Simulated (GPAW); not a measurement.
# BAs (F-43m) in GPAW: settings compared, part 2 of 2

GPAW 26.7.0. The steps go on from the part before.

### 5 Band structure, LDA

The input, run.py:

```python
from ase.dft.bandgap import bandgap
from ase.io import read, write
from ase.units import GPa
from gpaw import GPAW, PW, setup_paths

setup_paths.insert(0, '.')

atoms = read('BAs.cif')

calc = GPAW(mode=PW(800),
            xc='LDA',
            kpts={'size': (8, 8, 8), 'gamma': True},
            occupations={'name': 'fermi-dirac', 'width': 0.05},
            nbands=11,
            convergence={'density': 1e-05, 'energy': 1e-05},
            maxiter=150,
            txt='gpaw.txt')
atoms.calc = calc
energy = atoms.get_potential_energy()
forces = atoms.get_forces()
stress = atoms.get_stress()
calc.write('gs.gpw')
write('result.traj', atoms)
print(f'Energy: {energy:.6f} eV')
print('Forces (eV/A):')
print(forces.round(4))
print('Stress (GPa):', (stress / GPa).round(3))
print('Fermi level:', round(calc.get_fermi_level(), 4), 'eV')
print(f'Gap: {bandgap(calc)[0]:.4f} eV, direct: {bandgap(calc, direct=True)[0]:.4f} eV')

path = atoms.cell.bandpath('GXWKGLUWLK,UX', npoints=80, eps=1e-4)
bs_calc = calc.fixed_density(kpts=path, symmetry='off', nbands=19,
                             convergence={'bands': 'CBM+6.0', 'eigenstates': 1e-6}, txt='bands.txt')
bs = bs_calc.band_structure()
bs.write('bs.json')
print(f'Gap on the path: {bandgap(bs_calc)[0]:.4f} eV')
```

The input, BAs.cif:

```cif
data_BAs
_cell_length_a 3.37784909
_cell_length_b 3.37784909
_cell_length_c 3.37784909
_cell_angle_alpha 60.00000000
_cell_angle_beta 60.00000000
_cell_angle_gamma 60.00000000
_space_group_name_H-M_alt 'P1'
_space_group_name_Hall 'P 1'
_space_group_IT_number 1
loop_
_space_group_symop_operation_xyz
'x,y,z'
loop_
_atom_site_label
_atom_site_type_symbol
_atom_site_symmetry_multiplicity
_atom_site_Wyckoff_symbol
_atom_site_fract_x
_atom_site_fract_y
_atom_site_fract_z
_atom_site_occupancy
As1 As 1 a 0.7500000000 0.7500000000 0.7500000000 1
B1 B 1 a 0.0000000000 0.0000000000 0.0000000000 1
```

Potentials or basis: PAW data sets generated in the run's folder for this functional, pw.

Command:

```sh
$ gpaw-setup -f LDA As B
$ OMP_NUM_THREADS=1 python run.py
```

gpaw.txt:

```text
__  _  _
 | _ |_)|_||  |
 |__||  | ||/\| - 26.7.0

Input parameters:
  mode=PW(ecut=800.0),
  convergence={'density': 1e-05, 'energy': 1e-05},
  kpts=MonkhorstPack(size=(8, 8, 8), gamma=True),
  maxiter=150,
  nbands=11,
  occupations=Occupations(name='fermi-dirac', width=0.05),
  xc=XC(name='LDA')

Diagonalizing LCAO Hamiltonian
Converting LCAO to pw mode

                     As

       B

Atoms  # Å, Bohr magnetons
|   | symbol |        x |        y |        z |    initial magnetic moments |
|---|--------|----------|----------|----------|-----------------------------|
| 0 |     As | 5.066774 | 2.925303 | 2.068502 | ( 0.0000,  0.0000,  0.0000) |
| 1 |      B | 0.000000 | 0.000000 | 0.000000 | ( 0.0000,  0.0000,  0.0000) |

Unit cell  # Å
| periodic |        x |        y |        z |  lengths |    angles |
|----------|----------|----------|----------|----------|-----------|
|      yes | 3.377849 | 0.000000 | 0.000000 | 3.377849 | 60.000000 |
|      yes | 1.688925 | 2.925303 | 0.000000 | 3.377849 | 60.000000 |
|      yes | 1.688925 | 0.975101 | 2.758002 | 3.377849 | 60.000000 |

Number of symmetries: 24
Symmetry operations  # r_c * U_cc + t_c -> r_c
|    | kind |            matrix            |
|----|------|------------------------------|
|  0 |  E   |  1, 0, 0,  0, 1, 0,  0, 0, 1 |
|  1 |  σ   |  1, 0, 0,  0, 0, 1,  0, 1, 0 |
|  2 |  σ   |  1, 0,-1,  0, 1,-1,  0, 0,-1 |
|  3 |  C3  |  1, 0,-1,  0, 0,-1,  0, 1,-1 |
|  4 |  C3  |  1,-1, 0,  0,-1, 1,  0,-1, 0 |
|  5 |  σ   |  1,-1, 0,  0,-1, 0,  0,-1, 1 |
|  6 |  σ   |  0, 1, 0,  1, 0, 0,  0, 0, 1 |
|  7 |  C3  |  0, 1, 0,  0, 0, 1,  1, 0, 0 |
|  8 |  C2  |  0, 1,-1,  1, 0,-1,  0, 0,-1 |
|  9 |  S4  |  0, 1,-1,  0, 0,-1,  1, 0,-1 |
| 10 |  C3  |  0, 0, 1,  1, 0, 0,  0, 1, 0 |
| 11 |  σ   |  0, 0, 1,  0, 1, 0,  1, 0, 0 |
| 12 |  S4  |  0, 0,-1,  1, 0,-1,  0, 1,-1 |
| 13 |  C3  |  0, 0,-1,  0, 1,-1,  1, 0,-1 |
| 14 |  S4  |  0,-1, 1,  1,-1, 0,  0,-1, 0 |
| 15 |  C2  |  0,-1, 1,  0,-1, 0,  1,-1, 0 |
| 16 |  C3  |  0,-1, 0,  1,-1, 0,  0,-1, 1 |
| 17 |  S4  |  0,-1, 0,  0,-1, 1,  1,-1, 0 |
| 18 |  S4  | -1, 1, 0, -1, 0, 1, -1, 0, 0 |
| 19 |  C3  | -1, 1, 0, -1, 0, 0, -1, 0, 1 |
| 20 |  C3  | -1, 0, 1, -1, 1, 0, -1, 0, 0 |
| 21 |  S4  | -1, 0, 1, -1, 0, 0, -1, 1, 0 |
| 22 |  σ   | -1, 0, 0, -1, 1, 0, -1, 0, 1 |
| 23 |  C2  | -1, 0, 0, -1, 0, 1, -1, 1, 0 |

BZ-sampling:
  Number of BZ points: 512
  Number of IBZ points: 29

  Monkhorst-Pack size: [8, 8, 8]
  Monkhorst-Pack shift: [0.0625, 0.0625, 0.0625]

K-points  # in reciprocal-cell coordinates
|     |                                coordinates |     weight |
|-----|--------------------------------------------|------------|
|   0 | (  0.00000000,   0.00000000,   0.00000000) | 0.00195312 |
|   1 | (  0.12500000,   0.12500000,   0.00000000) | 0.01171875 |
|   2 | (  0.12500000,   0.12500000,   0.12500000) | 0.01562500 |
|   3 | (  0.25000000,   0.12500000,   0.12500000) | 0.02343750 |
|   4 | (  0.25000000,   0.25000000,   0.00000000) | 0.01171875 |
|   5 | (  0.25000000,   0.25000000,   0.12500000) | 0.04687500 |
|   6 | (  0.25000000,   0.25000000,   0.25000000) | 0.01562500 |
|   7 | (  0.37500000,   0.25000000,  -0.37500000) | 0.04687500 |
|   8 | (  0.37500000,   0.25000000,   0.12500000) | 0.04687500 |
|   9 | (  0.37500000,   0.25000000,   0.25000000) | 0.04687500 |
| ... |                                            |            |
|  28 | (  0.50000000,   0.50000000,   0.50000000) | 0.00781250 |

Plane wave coefficients: 1424
Cutoff: 800.0 eV

Spin-components: 1 (collinear spins)
Bands:           11
Projectors:      10
Spin-degeneracy: 2
Datatype:        complex128

Parallelization:
  kpt:    1
  domain: 1
  band:   1

Density:
  Valence electrons: 8.0
  Components: 1
  Grid points: [24 24 24]
  Charge: 0.0  # |e|

Potential:
  Grid points: [24 24 24]

species:
  As:
    name:    Arsenic
    Z:       33.0
    valence: 5
    core:    28
    charge:  0.0  # [|e|]
    compensation charges:
      type: gauss
      rc: 0.33  # [Å]
      lmax: 2
    cutoffs:
      filter: 1.87  # [Å]
      core: 2.96  # [Å]
    projectors
    | kind |    occ | energy [eV] | rcut [Å] |
    |------|--------|-------------|----------|
    |   4s |  2.000 |     -14.692 |    1.058 |
    |   4p |  3.000 |      -5.342 |    1.058 |
    |    s |        |      12.520 |    1.058 |
    |    p |        |      21.869 |    1.058 |
    |    d |        |       0.000 |    1.058 |

    Using partial waves for As as LCAO basis

  B:
    name:    Boron
    Z:       5.0
    valence: 3
    core:    2
    charge:  0.0  # [|e|]
    compensation charges:
      type: gauss
      rc: 0.20  # [Å]
      lmax: 2
    cutoffs:
      filter: 1.14  # [Å]
      core: 1.42  # [Å]
    projectors
    | kind |    occ | energy [eV] | rcut [Å] |
    |------|--------|-------------|----------|
    |   2s |  2.000 |      -9.383 |    0.635 |
    |   2p |  1.000 |      -3.714 |    0.635 |
    |    s |        |      17.828 |    0.635 |
    |    p |        |      23.498 |    0.635 |
    |    d |        |       0.000 |    0.635 |

    Using partial waves for B as LCAO basis

Reference energy: -62082.522102  # eV

eigensolver:
  PPCG
  Converge bands: occupied
  niter=2

density mixing:
  MSR1-Mixer
  Pratt-step length: 0.05
  Maximum mixing coefficient: 0.75
  Old densities: 10
  SVD Regularization: 0.005
  Good broyden scale: 1.0
  Trust region scale: 1.0
  Backstep threshold: 4.0
  History deletion threshold: 6.0
  Fourier metric: weight=20.0, sigma=0.015

occupation numbers:
  Fermi-Dirac:
    width: 0.0500  # eV

poisson solver:
  ecut: 6400.0  # eV

xc functional:
  name: None

convergence criteria:
- Maximum integral of absolute [dens]ity change: 1e-05 electrons / valence electron
- Maximum [total energy] change in last 3 cyles: 1e-05 eV / valence electron
- Maximum integral of absolute [eigenst]ate change: 4e-08 eV^2 / valence electron
maximum number of iterations: 150

SCF iterations
|iter     | |      energy | eigst |  dens |
|---------|-|-------------|-------|-------|
|iter:   1| |  -13.576752 | -0.24 |       |
|iter:   2| |  -13.450539 | -2.27 | -0.71 |
|iter:   3| |  -12.935078 | -1.74 | -0.76 |
|iter:   4| |  -12.926911 | -3.24 | -1.46 |
|iter:   5| |  -12.926479 | -4.20 | -1.93 |
|iter:   6| |  -12.926469 | -5.43 | -2.64 |
|iter:   7| |  -12.926469c| -7.16 | -3.80 |
|iter:   8| |  -12.926469c| -7.81c| -4.31 |
|iter:   9| |  -12.926469c| -8.81c| -5.49c|

Converged in 9 steps
Energy contributions relative to reference atoms: (reference = -62082.522102)

Energy contributions:
  Kinetic:          20.519139
  Coulomb:         -18.252233
  Zero:              0.002700
  External:          0.000000
  Xc:              -15.196075
  Entropy:          -0.000000
  Spinorbit:         0.000000
  ----------------------------
  Free energy:     -12.926469
  Extrapolated:    -12.926469

dipole moment: (-4.610207, -2.661704, -1.882109)  # |e|*Ang

Fermi level: 8.249
Eigenvalues  # (at kpt = [0.000, 0.000, 0.000])
| band index |      eig [eV] | occ [0-2] |
|------------|---------------|-----------|
|          0 |        -7.688 |     2.000 |
|          1 |         7.693 |     2.000 |
|          2 |         7.693 |     2.000 |
|          3 |         7.693 |     2.000 |
|          4 |        10.964 |     0.000 |
|          5 |        10.964 |     0.000 |
|          6 |        10.964 |     0.000 |
|          7 |        12.398 |     0.000 |
|          8 |        17.119 |     0.000 |
|          9 |        20.872 |     0.000 |
|         10 |        20.879 |     0.000 |

Gap: 1.146 eV
Transition (v -> c):
  (s=0, k=0, n=3, [0.00, 0.00, 0.00]) -> (s=0, k=12, n=4, [0.38, 0.38, 0.00])
Direct/indirect transitions are different
Direct gap: 3.270 eV
Transition at: (s=0, k=0, n=3, [0.00, 0.00, 0.00])

Forces  # eV/Ang
|        x |        y |       z |
|----------|----------|---------|
|  0.00000 | -0.00000 | 0.00000 |  # As   0
| -0.00000 |  0.00000 | 0.00000 |  # B    1

Stress tensor  # eV/Ang^3
|         x |         y |         z |
|-----------|-----------|-----------|
|  0.021534 | -0.000000 | -0.000000 |
| -0.000000 |  0.021534 |  0.000000 |
| -0.000000 |  0.000000 |  0.021534 |

# Writing to gs.gpw (mode='')
```

Wall time 21 s (1 thread of Intel Xeon Platinum 8488C (Sapphire Rapids), shared host); peak memory 0.23 GiB.

Results:

| Item | Value |
| --- | --- |
| Free energy | -12.9265 eV |
| Pressure | -3.5 GPa |
| Band gap on the k mesh | 1.15 eV, indirect (least direct gap 3.27 eV) |
| Band gap along the path | 1.13 eV, indirect (least direct gap 3.27 eV) |

Levels at the corners of the path, in eV from the valence-band top:
```tsv
point	band 1	band 2	band 3	band 4	band 5	band 6	band 7	band 8
Γ	-15.38	0.00	0.00	0.00	3.27	3.27	3.27	4.70
X	-11.26	-8.42	-4.07	-4.07	1.34	1.43	11.28	11.28
W	-11.10	-7.94	-5.50	-5.21	5.21	5.90	6.72	7.08
K	-11.29	-8.04	-5.96	-3.47	2.00	5.51	9.19	9.70
Γ	-15.38	0.00	0.00	0.00	3.27	3.27	3.27	4.70
L	-12.53	-8.75	-1.81	-1.81	2.70	4.77	4.77	8.78
U	-11.29	-8.04	-5.96	-3.47	2.00	5.51	9.19	9.70
W	-11.10	-7.94	-5.50	-5.21	5.21	5.90	6.72	7.08
L	-12.53	-8.75	-1.81	-1.81	2.70	4.77	4.77	8.78
K	-11.29	-8.04	-5.96	-3.47	2.00	5.51	9.19	9.70
U	-11.29	-8.04	-5.96	-3.47	2.00	5.51	9.19	9.70
X	-11.26	-8.42	-4.07	-4.07	1.34	1.43	11.28	11.28
```

LDA gaps usually lie below the measured ones, often by a third to a half.

### 6 The runs side by side

```csv
task,level,potentials or basis,spin,band path,band points,spin axis theta (degrees),spin axis phi (degrees),gap on the mesh (eV),pressure (GPa)
equation of state,vdW-DF2,"GPAW PAW data sets (gpaw-data 1.2.1), pw",off,-,-,-,-,-,-
equation of state,vdW-DF-cx,"GPAW PAW data sets (gpaw-data 1.2.1), pw",off,-,-,-,-,-,-
band structure,M06-L,"GPAW PAW data sets (gpaw-data 1.2.1), pw","SOC, no magnetisation","GXWKGLUWLK,UX",80,54.7,45,1.18,1.9
band structure,LDA,"PAW data sets generated in the run's folder for this functional, pw",off,"GXWKGLUWLK,UX",80,-,-,1.15,-3.5
```

Alike in all rows: cell as given; k mesh 8 × 8 × 8; cutoff (eV) 800; smearing fermi-dirac 0.05 eV.

Caveats: the PAW data sets were made with another functional, which shifts forces and pressure a little (some runs); spin-orbit coupling was added after a scalar SCF, so levels and gaps hold it while energy, forces, pressure and moments don't (some runs); this program's spin-orbit splittings come out too wide for heavy elements (some runs).

Absolute energies hang on the potentials; compare differences alone.

### 7 How close it comes

Step 3. A measured bulk modulus of BAs is 148 GPa (quoted in “Basic Physical Properties of Cubic Boron Arsenide”, 2019, arxiv:1911.11281); the calculated 136 GPa misses it by -8.2 %. The fit is for a static lattice scaled at fixed shape and fixed fractional positions.
